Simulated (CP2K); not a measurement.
Here is a CP2K 2026.2 calculation.

ta_bands.inp

```
&GLOBAL
  PROJECT ta_bands
  RUN_TYPE ENERGY_FORCE
  PRINT_LEVEL LOW
&END GLOBAL
&FORCE_EVAL
  METHOD QS
  STRESS_TENSOR ANALYTICAL
  &DFT
    BASIS_SET_FILE_NAME BASIS_MOLOPT_UZH
    POTENTIAL_FILE_NAME GTH_POTENTIALS
    &MGRID
      CUTOFF 450
      REL_CUTOFF 60
      NGRIDS 5
    &END MGRID
    &QS
      METHOD GPW
      EPS_DEFAULT 1.0E-9
    &END QS
    &KPOINTS
      SCHEME MONKHORST-PACK 11 11 11
      GAMMA_CENTERED T
      SYMMETRY T
      SYMMETRY_BACKEND SPGLIB
    &END KPOINTS
    &SCF
      SCF_GUESS ATOMIC
      EPS_SCF 1.0E-6
      MAX_SCF 100
      ADDED_MOS 11
      CHOLESKY OFF
      EPS_EIGVAL 1.0E-7
      &DIAGONALIZATION ON
        ALGORITHM STANDARD
      &END DIAGONALIZATION
      &MIXING ON
        METHOD BROYDEN_MIXING
        ALPHA 0.4
        BETA 1.5
        NBUFFER 8
      &END MIXING
      &SMEAR ON
        METHOD FERMI_DIRAC
        ELECTRONIC_TEMPERATURE 300.56
      &END SMEAR
    &END SCF
    &XC
      &XC_FUNCTIONAL
        &LDA_X
        &END LDA_X
        &LDA_C_PW
        &END LDA_C_PW
      &END XC_FUNCTIONAL
    &END XC
    &PRINT
      &KPOINTS ON
      &END KPOINTS
      &MULLIKEN ON
      &END MULLIKEN
      &MO ON
        ENERGIES T
        OCCUPATION_NUMBERS T
        &EACH
          QS_SCF 0
        &END EACH
        ADD_LAST NUMERIC
      &END MO
      &BAND_STRUCTURE
        FILE_NAME bands.bs
        ADDED_MOS 2
        &KPOINT_SET
          UNITS B_VECTOR
          NPOINTS 10
          SPECIAL_POINT GAMMA 0.00000000 0.00000000 0.00000000
          SPECIAL_POINT H 0.50000000 -0.50000000 0.50000000
          SPECIAL_POINT N 0.00000000 0.00000000 0.50000000
          SPECIAL_POINT GAMMA 0.00000000 0.00000000 0.00000000
          SPECIAL_POINT P 0.25000000 0.25000000 0.25000000
          SPECIAL_POINT H 0.50000000 -0.50000000 0.50000000
        &END KPOINT_SET
        &KPOINT_SET
          UNITS B_VECTOR
          NPOINTS 10
          SPECIAL_POINT P 0.25000000 0.25000000 0.25000000
          SPECIAL_POINT N 0.00000000 0.00000000 0.50000000
        &END KPOINT_SET
      &END BAND_STRUCTURE
    &END PRINT
  &END DFT
  &SUBSYS
    &CELL
      A 2.8601008575 0.0000000000 0.0000000000
      B -0.9533669525 2.6965289483 0.0000000000
      C -0.9533669525 -1.3482644742 2.3352625713
      PERIODIC XYZ
    &END CELL
    &COORD
      SCALED
      Ta  0.0000000000 0.0000000000 0.0000000000
    &END COORD
    &KIND Ta
      BASIS_SET TZVP-MOLOPT-PBE-GTH-q13
      POTENTIAL GTH-PADE-q13
    &END KIND
    &PRINT
      &ATOMIC_COORDINATES ON
      &END ATOMIC_COORDINATES
      &CELL ON
      &END CELL
    &END PRINT
  &END SUBSYS
  &PRINT
    &FORCES ON
    &END FORCES
    &STRESS_TENSOR ON
    &END STRESS_TENSOR
  &END PRINT
&END FORCE_EVAL
```

Potentials or basis: GTH_POTENTIALS Ta GTH-PADE-q13; TZVP-MOLOPT-PBE-GTH basis.

The run is started by

```sh
$ OMP_NUM_THREADS=2 cp2k.psmp -i ta_bands.inp -o ta_bands.out
```

Problem. What does it give for the band gap on the k mesh?

Solution. None (metal or under the smearing width).

Problem. Estimate the pressure.

Solution. -13.3 GPa.

Levels at the corners of the path, in eV from the Fermi level:
| point | band 4 | band 5 | band 6 | band 7 | band 8 | band 9 |
| --- | --- | --- | --- | --- | --- | --- |
| Γ | -32.00 | -8.56 | 0.80 | 0.80 | 0.80 | 4.26 |
| H | -33.07 | -3.98 | -3.98 | 7.41 | 7.41 | 7.41 |
| N | -31.97 | -4.73 | -1.61 | 1.64 | 4.09 | 5.29 |
| Γ | -32.00 | -8.56 | 0.80 | 0.80 | 0.80 | 4.26 |
| P | -32.78 | -1.19 | -1.19 | -1.19 | 5.49 | 5.49 |
| H | -33.07 | -3.98 | -3.98 | 7.41 | 7.41 | 7.41 |
| P | -32.78 | -1.19 | -1.19 | -1.19 | 5.49 | 5.49 |
| N | -31.97 | -4.73 | -1.61 | 1.64 | 4.09 | 5.29 |

Caveat: spin-orbit coupling is left out, which moves the levels of the heavy elements; the basis of atomic orbitals isn't converged, which shifts pressures, moduli and gaps.
